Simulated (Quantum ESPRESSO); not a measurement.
# Thickness dependence of 2H-MoS2, part 7 of 8

What does each added layer of 2H-MoS2 bring in screening, and what does it do to the gap?

Quantum ESPRESSO 7.5; plane-wave DFT, PBE, GBRV ultrasoft pseudopotentials.

So far. Step 12 (Bands along a path, 1 layer: spin-orbit coupling): Along this path the valence top lies at K and the conduction bottom at K. Step 13 (Variable-cell relaxation, 2 layers):  The last row is no step: it is a fresh SCF in the final cell with a new plane-wave basis, +1 meV from the row before.

## Step 14: Ground state, 2 layers: no field

Level of this step: plane-wave DFT, PBE, GBRV ultrasoft pseudopotentials (Quantum ESPRESSO 7.5).

Contents of n2.f0.in:

```
&control
  prefix = 'n2.f0'
  outdir = './out'
  pseudo_dir = './pseudo'
  calculation = 'scf'
  tprnfor = .true.
  tefield = .true.
  dipfield = .true.
/
&system
  ibrav = 0
  nat = 6
  ntyp = 2
  ecutwfc = 40
  ecutrho = 200
  occupations = 'smearing'
  smearing = 'fd'
  degauss = 0.004
  edir = 3
  emaxpos = 0.97
  eopreg = 0.04
  eamp = 0.0
  nbnd = 30
/
&electrons
  conv_thr = 1e-09
  mixing_beta = 0.4
  electron_maxstep = 120
  mixing_mode = 'plain'
/
ATOMIC_SPECIES
  S   32.0600  s_pbe_v1.4.uspp.F.UPF
  Mo  95.9500  mo_pbe_v1.uspp.F.UPF
CELL_PARAMETERS angstrom
  3.15322104800000 0.00000000000000 0.00000000000000
  -1.57661052400000 2.73076953100000 0.00000000000000
  0.00000000000000 0.00000000000000 26.82519547600000
ATOMIC_POSITIONS crystal
  S   0.333333333300 0.666666666700 0.327717481600
  Mo  0.000000000000 0.000000000000 0.386107296300
  S   0.333333333300 0.666666666700 0.444457191600
  S   0.000000000000 0.000000000000 0.555542808400
  Mo  0.333333333300 0.666666666700 0.613892703700
  S   0.000000000000 0.000000000000 0.672282518400
K_POINTS automatic
  12 12 1 0 0 0
```

Started as:

```sh
$ OMP_NUM_THREADS=1 mpirun -n 4 pw.x -nk 4 -in n2.f0.in > n2.f0.out
```

The program printed:

```text
[banner, memory and clock lines left out]
Program PWSCF v.7.5 starts
[...]
number of electrons       =        52.00
     number of Kohn-Sham states=           30
     kinetic-energy cutoff     =      40.0000  Ry
     charge density cutoff     =     200.0000  Ry
[...]
number of k points=    74  Fermi-Dirac smearing, width (Ry)=  0.0040
[...]
Dense  grid:    74779 G-vectors     FFT dimensions: (  27,  27, 240)
[...]
negative rho (up, down):  3.404E-03 0.000E+00
[...]
Starting wfcs are   42 randomized atomic wfcs
[...]
negative rho (up, down):  3.439E-03 0.000E+00
[...]
estimated scf accuracy    <       0.22133697 Ry
[...]
negative rho (up, down):  3.422E-03 0.000E+00
[...]
estimated scf accuracy    <       0.07962897 Ry
[...]
negative rho (up, down):  3.438E-03 0.000E+00
[...]
estimated scf accuracy    <       0.01753469 Ry
[...]
negative rho (up, down):  3.438E-03 0.000E+00
[...]
estimated scf accuracy    <       0.00794755 Ry
[...]
negative rho (up, down):  3.428E-03 0.000E+00
[...]
estimated scf accuracy    <       0.00207125 Ry
[...]
negative rho (up, down):  3.425E-03 0.000E+00
[...]
estimated scf accuracy    <       0.00076811 Ry
[...]
negative rho (up, down):  3.422E-03 0.000E+00
[...]
estimated scf accuracy    <       0.00002262 Ry
[...]
negative rho (up, down):  3.422E-03 0.000E+00
[...]
estimated scf accuracy    <       0.00001782 Ry
[...]
negative rho (up, down):  3.421E-03 0.000E+00
[...]
estimated scf accuracy    <       0.00000695 Ry
[...]
negative rho (up, down):  3.420E-03 0.000E+00
[...]
estimated scf accuracy    <       0.00000282 Ry
[...]
negative rho (up, down):  3.420E-03 0.000E+00
[...]
estimated scf accuracy    <       0.00000089 Ry
[...]
negative rho (up, down):  3.419E-03 0.000E+00
[...]
estimated scf accuracy    <       0.00000008 Ry
[...]
negative rho (up, down):  3.419E-03 0.000E+00
[...]
estimated scf accuracy    <       0.00000004 Ry
[...]
negative rho (up, down):  3.419E-03 0.000E+00
[...]
estimated scf accuracy    <          4.2E-09 Ry
[...]
negative rho (up, down):  3.419E-03 0.000E+00
[...]
Total length         48.6646 bohr
[...]
estimated scf accuracy    <          4.2E-09 Ry
[...]
negative rho (up, down):  3.419E-03 0.000E+00
[...]
Computed dipole along edir(3) :
        Dipole                0.0000 Ry au,          0.0000 Debye
        Dipole field          0.0000 Ry au,
        Potential amp.       -0.0000 Ry
        Total length         48.6646 bohr
[...]
the Fermi energy is     2.6470 ev
!    total energy              =    -375.45843220 Ry
     estimated scf accuracy    <          2.8E-11 Ry
     smearing contrib. (-TS)   =      -0.00000005 Ry
     internal energy E=F+TS    =    -375.45843215 Ry
[...]
one-electron contribution =   -3266.59013871 Ry
     hartree contribution      =    1639.02503885 Ry
     xc contribution           =     -72.64543809 Ry
     ewald contribution        =    1324.75210579 Ry
     electric field correction =       0.00000000 Ry
     convergence has been achieved in  16 iterations
     negative rho (up, down):  3.419E-03 0.000E+00
[...]
Total force =     0.007224     Total SCF correction =     0.000023
[...]
```

The job ended after 3.7 min (4 MPI ranks of Intel Xeon Platinum 8259CL at 2.50GHz (Skylake/Cascade Lake), shared host; peak memory 0.76 GiB; 15 min of CPU time).

This step gave:

```
free energy                          : -5108.3722 eV
Fermi energy                         : 2.647 eV
valence top, on the run's zero       : 2.070 eV
conduction bottom, on the run's zero : 3.327 eV
gap by band count                    : 1.257 eV
```

## Step 15: Electrostatic potential, 2 layers

Contents of n2.f0.pot.in:

```
&inputpp
  prefix = 'n2.f0'
  outdir = './out'
  filplot = 'n2.f0.pot.dat'
  plot_num = 11
/
```

Started as:

```sh
$ OMP_NUM_THREADS=1 mpirun -n 4 pp.x -in n2.f0.pot.in > n2.f0.pot.out
```

Elapsed: 2.3 s, on 4 MPI ranks; peak memory 0.23 GiB.

This step gave:

| Quantity | Value |
| --- | --- |
| slope of the potential above | 2.61e-5 eV/Å |
| upper vacuum line continued to the top atoms, over the valence top | 5.461 eV |
| slope of the potential below | -2.27e-5 eV/Å |
| lower vacuum line continued to the bottom atoms, over the valence top | 5.461 eV |
| vacuum level at the upper face over the valence top of the mesh | 5.461 eV |
| vacuum level at the lower face over the valence top of the mesh | 5.461 eV |

## Step 16: Ground state, 2 layers: field 0.1 V/Å

n2.f1.in is the input of step 14 with these lines changed:

```diff
@@ -1,3 +1,3 @@
 &control
-  prefix = 'n2.f0'
+  prefix = 'n2.f1'
   outdir = './out'
@@ -21,3 +21,3 @@
   eopreg = 0.04
-  eamp = 0.0
+  eamp = 0.00194469
   nbnd = 30
@@ -29,2 +29,3 @@
   mixing_mode = 'plain'
+  startingpot = 'file'
 /
```

Started as:

```sh
$ cp -r out/n2.f0.save out/n2.f1.save
$ OMP_NUM_THREADS=1 mpirun -n 4 pw.x -nk 4 -in n2.f1.in > n2.f1.out
```

The program printed:

```text
[banner, memory and clock lines left out]
Program PWSCF v.7.5 starts
[...]
number of electrons       =        52.00
     number of Kohn-Sham states=           30
     kinetic-energy cutoff     =      40.0000  Ry
     charge density cutoff     =     200.0000  Ry
[...]
number of k points=    74  Fermi-Dirac smearing, width (Ry)=  0.0040
[...]
Dense  grid:    74779 G-vectors     FFT dimensions: (  27,  27, 240)
[...]
The initial density is read from file :
[...]
negative rho (up, down):  3.419E-03 0.000E+00
[...]
Starting wfcs are   42 randomized atomic wfcs
[...]
negative rho (up, down):  3.418E-03 0.000E+00
[...]
estimated scf accuracy    <       0.01878141 Ry
[...]
negative rho (up, down):  3.419E-03 0.000E+00
[...]
estimated scf accuracy    <       0.27509681 Ry
[...]
negative rho (up, down):  3.418E-03 0.000E+00
[...]
estimated scf accuracy    <       0.00016820 Ry
[...]
negative rho (up, down):  3.418E-03 0.000E+00
[...]
estimated scf accuracy    <       0.00004612 Ry
[...]
negative rho (up, down):  3.418E-03 0.000E+00
[...]
estimated scf accuracy    <       0.00002601 Ry
[...]
negative rho (up, down):  3.418E-03 0.000E+00
[...]
estimated scf accuracy    <       0.00000174 Ry
[...]
negative rho (up, down):  3.418E-03 0.000E+00
[...]
estimated scf accuracy    <       0.00000106 Ry
[...]
negative rho (up, down):  3.419E-03 0.000E+00
[...]
estimated scf accuracy    <       0.00000033 Ry
[...]
negative rho (up, down):  3.419E-03 0.000E+00
[...]
estimated scf accuracy    <       0.00000041 Ry
[...]
negative rho (up, down):  3.419E-03 0.000E+00
[...]
estimated scf accuracy    <       0.00000003 Ry
[...]
negative rho (up, down):  3.419E-03 0.000E+00
[...]
estimated scf accuracy    <       0.00000004 Ry
[...]
negative rho (up, down):  3.419E-03 0.000E+00
[...]
Computed dipole along edir(3) :
        Dipole                0.0928 Ry au,          0.2358 Debye
        Dipole field          0.0007 Ry au,
        E field amplitude [Ha a.u.]:  1.9447E-03
        Potential amp.        0.1165 Ry
        Total length         48.6646 bohr
[...]
the Fermi energy is     2.6609 ev
!    total energy              =    -375.45861274 Ry
     estimated scf accuracy    <          4.9E-10 Ry
     smearing contrib. (-TS)   =      -0.00000006 Ry
     internal energy E=F+TS    =    -375.45861268 Ry
[...]
one-electron contribution =   -3266.58811751 Ry
     hartree contribution      =    1639.02309505 Ry
     xc contribution           =     -72.64540454 Ry
     ewald contribution        =    1324.75210579 Ry
     electric field correction =      -0.00029148 Ry
     convergence has been achieved in  12 iterations
     negative rho (up, down):  3.419E-03 0.000E+00
[...]
Total force =     0.007276     Total SCF correction =     0.000145
[...]
```

It took 3.4 min on 4 MPI ranks; peak memory 0.76 GiB.

Read from the output:

| Property | Result |
| --- | --- |
| free energy | -5108.3747 eV |
| Fermi energy | 2.661 eV |
| dipole along the normal | 0.04909 e·Å |
| valence top, on the run's zero | 2.089 eV |
| conduction bottom, on the run's zero | 3.339 eV |
| gap by band count | 1.250 eV |

## Step 17: Potential by pp.x, 2 layers

Contents of n2.f1.pot.in:

```
&inputpp
  prefix = 'n2.f1'
  outdir = './out'
  filplot = 'n2.f1.pot.dat'
  plot_num = 11
/
```

Started as:

```sh
$ OMP_NUM_THREADS=1 mpirun -n 4 pp.x -in n2.f1.pot.in > n2.f1.pot.out
```

Wall time 2.6 s (4 MPI ranks); peak memory 0.22 GiB.

Numbers from this step:

```
slope of the potential above                                          : 0.1000 eV/Å
upper vacuum line continued to the top atoms, over the valence top    : 5.405 eV
slope of the potential below                                          : 0.09997 eV/Å
lower vacuum line continued to the bottom atoms, over the valence top : 5.513 eV
```

The slope in the vacuum is 0.100 eV/Å for an applied 0.10 V/Å, as it should be.

[end of part 7 of 8]

[Logs are printed without paths, hosts, clocks, repeated set-up lines and the standing remarks that a program may print on its own settings, such as how far it seeks lower states.]

[Hosts, paths, dates, database ids (printed as entryN), source tags and the programs' standing remarks are cut or masked in the printed files.]

[Maps of the electrostatic potential energy from Ansatz leave out the sawtooth potential of an applied field or a dipole correction, so their vacuum need not be flat; planar profiles and work functions include it.]
